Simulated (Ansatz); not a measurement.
# Ti4Al12H: the cost of one run

Method: DFT PBE, scalar-relativistic, plane waves, PAW, in Ansatz 0.2.0.

1 further run of the same task is left out (set aside as unsound or not needed).

## (1) Starting point

Symmetry: Pm-3m, No. 221, cubic system. Conventional cell: a = 3.980 Å, b = 3.980 Å, c = 3.980 Å, α = 90.00°, β = 90.00°, γ = 90.00°. Ti (site symmetry m-3m) is surrounded by 12 Al at 2.81 Å. Al (site symmetry 4/mmm) is surrounded by 4 Ti at 2.81 Å and 8 Al at 2.81 Å.

Structure file:

```xyz
4
Lattice="3.9797 0.0000 0.0000 0.0000 3.9797 0.0000 0.0000 0.0000 3.9797" Properties=species:S:1:pos:R:3 pbc="T T T"
Ti    0.0000    0.0000    0.0000
Al    1.9899    1.9899    0.0000
Al    1.9899    0.0000    1.9899
Al    0.0000    1.9899    1.9899
```

It goes back to an entry of the Materials Project, which need not be the stable form.

This cell was relaxed beforehand with the same method: volume 15.76 Å³/atom, gap on the mesh none (metal).

## (2) The defect cell, relaxed

The supercell's rows are -1 1 1; 1 -1 1; 1 1 -1 in vectors of the relaxed cell. Atom 17 is the H that will move.

input.yaml

```yaml
crystal:
  lattice:
    - [-3.9797267063, 3.9797267063, 3.9797267063]
    - [3.9797267063, -3.9797267063, 3.9797267063]
    - [3.9797267063, 3.9797267063, -3.9797267063]
  atoms:
    - { symbol: Ti, position: [0.5, 0.5, 0.0] }
    - { symbol: Ti, position: [0.0, 0.0, 0.0] }
    - { symbol: Ti, position: [0.0, 0.5, 0.5] }
    - { symbol: Ti, position: [0.5, 0.0, 0.5] }
    - { symbol: Al, position: [0.25, 0.25, 0.5] }
    - { symbol: Al, position: [0.75, 0.75, 0.5] }
    - { symbol: Al, position: [0.75, 0.25, 0.0] }
    - { symbol: Al, position: [0.25, 0.75, 0.0] }
    - { symbol: Al, position: [0.25, 0.5, 0.25] }
    - { symbol: Al, position: [0.75, 0.0, 0.25] }
    - { symbol: Al, position: [0.75, 0.5, 0.75] }
    - { symbol: Al, position: [0.25, 0.0, 0.75] }
    - { symbol: Al, position: [0.5, 0.25, 0.25] }
    - { symbol: Al, position: [0.0, 0.75, 0.25] }
    - { symbol: Al, position: [0.0, 0.25, 0.75] }
    - { symbol: Al, position: [0.5, 0.75, 0.75] }
    - { symbol: H, position: [0.4959118214, 0.5102332785, 0.5013000379] }
basis:
  ecutwfc: 420
  xc_grid: 2
kpoints:
  mp_grid: { grid: [4, 4, 4], shift: [0.5, 0.5, 0.5] }
hamiltonian:
  xc: pbe
scf:
  occupations: { method: gaussian, width: 0.1 }
output:
  forces: true
  stress: false
  eigenvalues: true
  write_density: true
  write_potential: true
  elf: true
  volumetric_format: npy
relax:
  adjacent_minimum: "off"
  f_tol: 0.02
  max_steps: 60
```

The run is started by

```sh
$ ansatz run input.yaml --threads 4 --pin off --max-ram 10240MiB --backend cpu --events-out ev --progress --plain --runs-dir out
```

**Question.** How long does this run take on 4 threads of AMD EPYC 9R45 (Zen 5), shared host, and how much memory does it need?

About 11 s, with a peak of 0.99 GiB.
